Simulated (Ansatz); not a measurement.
# Aluminium, fcc under LDA: testing the Methfessel-Paxton smearing, part 2 of 2

How small must the Methfessel-Paxton smearing width be for energy and pressure to settle? The geometry was relaxed under LDA beforehand and stays fixed; 7 values are run, from 0.01 to 1.0 eV. Wanted are the values from which on the energy stays within 10 and 1 meV/atom, and the pressure within 0.5 GPa, of the narrowest run. Within the series other settings stay, but some runs also write fields, which adds to their time. Spin polarisation is left out.

Ansatz 0.2.0; DFT LDA, plane waves with PAW, scalar-relativistic. Earlier steps stand in the parts before.

### Step 7. Width 0.6 eV

The run at 0.6 eV.

File input.yaml:

```yaml
crystal:
  lattice:
    - [0.0, 1.9916090303, 1.9916090303]
    - [1.9916090303, 0.0, 1.9916090303]
    - [1.9916090303, 1.9916090303, 0.0]
  atoms:
    - { symbol: Al, position: [0.0, 0.0, 0.0] }
hamiltonian:
  xc: lda
  pseudopotentials:
    kind: paw
    azcp:
      Al: "pseudopotentials/Al.paw.azcp"
basis:
  ecutwfc: 420
  fft_grid_basis: typed
kpoints:
  mp_grid: { grid: [14, 14, 14], shift: [0, 0, 0] }
magnetization:
  spin_polarized: false
scf:
  occupations: { method: methfessel_paxton, width: 0.6 }
  lower_state_search: "off"
output:
  stress: true
```

Launch:

```sh
ansatz run input.yaml --threads 2 --pin off --max-ram 5120MiB --backend cpu --events-out ev --progress --plain --runs-dir out
```

Standard output:

```text
Warning: <dir> the record states the generating functional pbe (its physics header spells it `PBE`), which answers neither for hamiltonian.xc's functional nor for the lda family's — results may be inconsistent (PPs are generated against a specific XC)
Warning: RAYON_NUM_THREADS=2 ignored (pool sized by the plan → 2); use --threads N
Engine: ansatz 0.2.0, aarch64-unknown-linux-gnu
Pseudopotentials: kind: paw
Pseudopotential: Al, paw, valence charge 3, recommended cutoff 420 eV (normal), <dir>
Functional definition: SPW92
  exchange = slater_x
  correlation = pw_c
Crystal: 1 atoms, lattice volume = 15.799 Å³
Basis set: ecut = 420 eV, 331 PW (Γ)
Bands: 6, of which v1, the nominal top of the filled ones, is band 2 counted from 1 (1 counted from 0)
Symmetry: 48 space group operations
Space group: Fm-3m (ITA 225), of the structure as read, at distance tolerance 2.5e-5 Å
k-points: 104 of 2744
Non-local potential: Al, projectors of the file, l = 0: 2, l = 1: 2, l = 2: 1
PAW form: soft (Blöchl's): semilocal exchange-correlation on the pseudo side does not see the compensation charge
PAW frozen core: Al, regenerated for the run's functional, and the local potential with it (the file was generated under x = pbe(κ = 0.804, μ = 0.2195149727645171), c = pbe(β = 0.06672455060314922))
PAW one-centre angular grid: Al, 110 points (default); XC on 64 Gauss nodes
Initial density: superposition of atomic densities (neutral atoms: chi_scale 0, normalization atom), corrected by the library's trained network
Initial wavefunctions: pseudopotential atomic-orbital guess
Functional: x = slater, c = lda
SCF iter   1: F=—  HF=-512.873387 eV  |F-HF|=—  |Δ(HF+E_count)|=         —  Δρ=3.37e-3  dr2=1.66e-3  ethr=1.77e-3  ⟨swp⟩=4.7  Hψ=5070  notcnv=0
preconditioner: auto → none  [metal: Δε(μ)=0.065 eV  Ē_g=13.478 eV  σ=0.600 eV  W_gap=0.09  n_scr=0 (ndim 8)  ℏωp=16.2 eV  f_vac=0.000  D(μ)=0.46/eV (n_scr^D=0)]
SCF iter   2: F=—  HF=-512.872785 eV  |F-HF|=—  |Δ(HF+E_count)|=   6.02e-4  S|Δr|=    0.00e0  Δρ=1.53e-3  dr2=3.32e-4  ethr=5.55e-5  ⟨swp⟩=1.0  Hψ=1456  notcnv=0
SCF iter   3: F=—  HF=-512.872646 eV  |F-HF|=—  |Δ(HF+E_count)|=   1.39e-4  S|Δr|=    0.00e0  Δρ=4.12e-5  dr2=1.20e-7  ethr=1.11e-5  ⟨swp⟩=2.0  Hψ=747  notcnv=0
SCF iter   4: F=—  HF=-512.872646 eV  |F-HF|=—  |Δ(HF+E_count)|=   1.11e-7  S|Δr|=    0.00e0  Δρ=5.28e-6  dr2=2.18e-9  ethr=3.33e-9  ⟨swp⟩=3.1  Hψ=1271  notcnv=0
SCF iter   5: F=-512.872646 eV  HF=-512.872646 eV  |F-HF|=3.41e-13  |Δ(HF+E_count)|=  9.84e-10  S|Δr|=    0.00e0  Δρ=1.31e-7  dr2=1.29e-12  ethr=7.26e-11  ⟨swp⟩=1.5  Hψ=1680  notcnv=0
SCF 1 converged in 5 iterations: F = -512.872646 eV  dr2 = 1.29e-12
SCF converged after 5 iterations
Stability not checked: this state was not tested for a lower state beside it, because cold or Methfessel-Paxton smearing, or corrected tetrahedra, fill the levels in a way that the test cannot read (fill_not_monotonic; see scf.lower_state_search)
Free energy (F): -512.872646 eV
Harris-Foulkes:  -512.872646 eV  (|F-HF|=3.41e-13)
Internal energy: -512.866771 eV  (E = F + TS)
E sigma→0 (E₀):  -512.871177 eV
Entropy (-TS):   -0.005875 eV (-5.875 meV/atom)
Fermi energy:    8.192339 eV
--- Per-component energies (eV) ---
  E_band       = 11.010684
  E_kinetic    = 23.516958
  E_local      = 9.956002  (includes V_loc(G=0)·N_el)
  E_nonlocal   = 11.018405
  E_hartree    = 0.107328
  E_xc         = -39.619967
  E_vxc        = -29.656754  (∫ρ·V_xc dr)
  E_paw        = -443.315349  (= ΣΔE_a)
  E_vpaw       = -4.038579  (= ΣTr[D̂ρ^β])
  E_aug_tail   = -0.000004  (compensation charges beyond the density's cutoff)
  E_ewald      = -74.585861
  E_core_change = 0.055717  (= ΣΔE_core)
  E_smearing   = -0.005875  (= −TS)
  E_closure    = 0.000000  (closes the sum)
  Σ components = -512.872646   (vs F -512.872646, Δ=0.00e0)
--- Stress (GPa, compression-positive) ---
       -0.055059      -0.000000      -0.000000
       -0.000000      -0.055059      -0.000000
       -0.000000       0.000000      -0.055059
  P = ⅓ Tr σ = -0.0551 GPa (-0.551 kbar)
```

Run time: 0.47 s. Hardware: 2 threads of Arm Neoverse V1, shared host; peak memory 0.24 GiB.

### Step 8. Width 1.0 eV

The run at 1.0 eV.

Changes to input.yaml since step 7:

```diff
@@ -21,3 +21,3 @@
 scf:
-  occupations: { method: methfessel_paxton, width: 0.6 }
+  occupations: { method: methfessel_paxton, width: 1.0 }
   lower_state_search: "off"
```

Launch:

```sh
ansatz run input.yaml --threads 2 --pin off --max-ram 5120MiB --backend cpu --events-out ev --progress --plain --runs-dir out
```

Standard output:

```text
Warning: <dir> the record states the generating functional pbe (its physics header spells it `PBE`), which answers neither for hamiltonian.xc's functional nor for the lda family's — results may be inconsistent (PPs are generated against a specific XC)
Warning: RAYON_NUM_THREADS=2 ignored (pool sized by the plan → 2); use --threads N
[... 6 set-up lines as earlier in the session ...]
Crystal: 1 atoms, lattice volume = 15.799 Å³
Basis set: ecut = 420 eV, 331 PW (Γ)
Bands: 6, of which v1, the nominal top of the filled ones, is band 2 counted from 1 (1 counted from 0)
[... 2 set-up lines as earlier in the session ...]
k-points: 104 of 2744
[... 7 set-up lines as earlier in the session ...]
SCF iter   1: F=—  HF=-512.877113 eV  |F-HF|=—  |Δ(HF+E_count)|=         —  Δρ=3.44e-3  dr2=1.76e-3  ethr=1.77e-3  ⟨swp⟩=4.7  Hψ=5057  notcnv=0
preconditioner: auto → none  [metal: Δε(μ)=0.065 eV  Ē_g=13.478 eV  σ=1.000 eV  W_gap=0.05  n_scr=0 (ndim 8)  ℏωp=16.2 eV  f_vac=0.000  D(μ)=0.41/eV (n_scr^D=0)]
SCF iter   2: F=—  HF=-512.876475 eV  |F-HF|=—  |Δ(HF+E_count)|=   6.38e-4  S|Δr|=    0.00e0  Δρ=1.57e-3  dr2=3.52e-4  ethr=5.87e-5  ⟨swp⟩=1.0  Hψ=1456  notcnv=0
SCF iter   3: F=—  HF=-512.876327 eV  |F-HF|=—  |Δ(HF+E_count)|=   1.48e-4  S|Δr|=    0.00e0  Δρ=3.98e-5  dr2=1.10e-7  ethr=1.17e-5  ⟨swp⟩=2.0  Hψ=757  notcnv=0
SCF iter   4: F=—  HF=-512.876327 eV  |F-HF|=—  |Δ(HF+E_count)|=   6.38e-8  S|Δr|=    0.00e0  Δρ=5.33e-6  dr2=2.10e-9  ethr=3.33e-9  ⟨swp⟩=3.1  Hψ=1325  notcnv=0
SCF iter   5: F=-512.876327 eV  HF=-512.876327 eV  |F-HF|=6.82e-13  |Δ(HF+E_count)|=   1.07e-9  S|Δr|=    0.00e0  Δρ=1.41e-7  dr2=1.46e-12  ethr=6.98e-11  ⟨swp⟩=1.5  Hψ=1714  notcnv=0
SCF 1 converged in 5 iterations: F = -512.876327 eV  dr2 = 1.46e-12
SCF converged after 5 iterations
Stability not checked: this state was not tested for a lower state beside it, because cold or Methfessel-Paxton smearing, or corrected tetrahedra, fill the levels in a way that the test cannot read (fill_not_monotonic; see scf.lower_state_search)
Free energy (F): -512.876327 eV
Harris-Foulkes:  -512.876327 eV  (|F-HF|=6.82e-13)
Internal energy: -512.869712 eV  (E = F + TS)
E sigma→0 (E₀):  -512.874673 eV
Entropy (-TS):   -0.006615 eV (-6.615 meV/atom)
Fermi energy:    8.192766 eV
--- Per-component energies (eV) ---
  E_band       = 11.008238
  E_kinetic    = 23.511536
  E_local      = 9.948051  (includes V_loc(G=0)·N_el)
  E_nonlocal   = 11.032308
  E_hartree    = 0.107466
  E_xc         = -39.621588
  E_vxc        = -29.657874  (∫ρ·V_xc dr)
  E_paw        = -443.317337  (= ΣΔE_a)
  E_vpaw       = -4.040711  (= ΣTr[D̂ρ^β])
  E_aug_tail   = -0.000004  (compensation charges beyond the density's cutoff)
  E_ewald      = -74.585861
  E_core_change = 0.055717  (= ΣΔE_core)
  E_smearing   = -0.006615  (= −TS)
  E_closure    = -0.000000  (closes the sum)
  Σ components = -512.876327   (vs F -512.876327, Δ=0.00e0)
--- Stress (GPa, compression-positive) ---
        0.059814      -0.000000      -0.000000
       -0.000000       0.059814       0.000000
        0.000000       0.000000       0.059814
  P = ⅓ Tr σ = 0.0598 GPa (0.598 kbar)
```

Run time: 0.49 s. Hardware: 2 threads of Arm Neoverse V1, shared host; peak memory 0.24 GiB.

### Step 9. The series

Differences are taken from the run at 0.01 eV.

```tsv
smearing (eV)	F (meV/atom)	E(σ → 0) (meV/atom)	P (GPa)	SCF cycles	CPU time
0.01	0.00	0.00	-0.20	5	1.2 s
0.03	-0.03	-0.03	-0.20	5	0.79 s
0.1	0.14	0.06	-0.24	5	0.77 s
0.2	0.11	0.20	-0.25	5	0.79 s
0.3	-0.11	0.09	-0.21	5	0.8 s
0.6	-2.09	-0.63	-0.06	5	0.78 s
1.0	-5.77	-4.12	0.06	5	0.81 s
```

### Step 10. Results

The summary covers parts 1 to 2.

```
                                           quantity                       value
       E(σ → 0) stays within 10 meV/atom of 0.01 eV                up to 1.0 eV
                   E(σ → 0) stays within 1 meV/atom                up to 0.6 eV
                      pressure stays within 0.5 GPa                up to 1.0 eV
                                pressure at 0.01 eV                   -0.20 GPa
energy of a separate run on a finer mesh (22×22×22)  -8.7 meV/atom from 0.01 eV
```

In words: At 1.0 eV the energy differs by -4.1 meV/atom and the pressure by +0.3 GPa. The free energy F moves by -5.8 meV/atom over the range, and the estimate for σ → 0 by -4.1. This scheme cancels the term in the square of the width, so F moves little up to 0.2 eV. The mesh (14×14×14) is fixed, so the narrowest widths carry a k-point error of their own. The yardstick itself is unsettled by 8.7 meV/atom against the finer mesh, so the thresholds above hold only within this series, and wider smearing, which averages over more states, can land nearer the fine-mesh value than the narrowest does. The cell taken over is 5 % smaller than the measured one (16.60 Å³/atom, COD).
